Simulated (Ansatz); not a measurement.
Pb under changes of volume

One of the cells (29.314 Å³/atom); the others are scaled copies at fixed shape and fractional positions:

```xyz
2
Lattice="3.4800 0.0000 0.0000 -1.7400 3.0138 0.0000 0.0000 0.0000 5.5900" Properties=species:S:1:pos:R:3 pbc="T T T"
Pb    1.7400    1.0046    4.1925
Pb    0.0000    2.0092    1.3975
```

This isn't the form of Pb at room conditions, which is fcc.

- Program: Ansatz 0.2.0
- Functional: LDA
- Potentials or basis: all-electron LAPW, scalar-relativistic
- Cutoff: 161 eV (chosen from the basis error)
- Basis error allowed: 0.001 eV/atom
- k mesh: 9 × 9 × 5
- Occupations: fermi-dirac, width 0.05 eV
- Spin: no spin polarisation

```csv
volume (Å³/atom),energy over the lowest point (meV/atom),pressure (GPa)
27.555,?,?
28.141,3.45,1.6
28.727,0.00,0.4
29.314,0.51,-0.6
29.900,4.44,-1.4
30.486,11.33,-2.2
31.073,20.81,-2.9
```

**Question.** What does the run at 27.555 Å³/atom give?

**Answer.** Energy over the lowest point 11.46 meV/atom; pressure 2.9 GPa.

Worked out: A Birch-Murnaghan fit of order 3 (a polynomial in V^(-2/3)) to the other rows has its minimum at 28.94 Å³/atom with B0 = V·E''(V) = 51 GPa and B' = 6.0 at fixed shape and positions, which overstates the stiffness. It gives 11.44 meV/atom at 27.555 Å³/atom, against the run's 11.46, and -dE/dV = 2.9 GPa, against 2.9.

Energies are extrapolated to zero smearing.
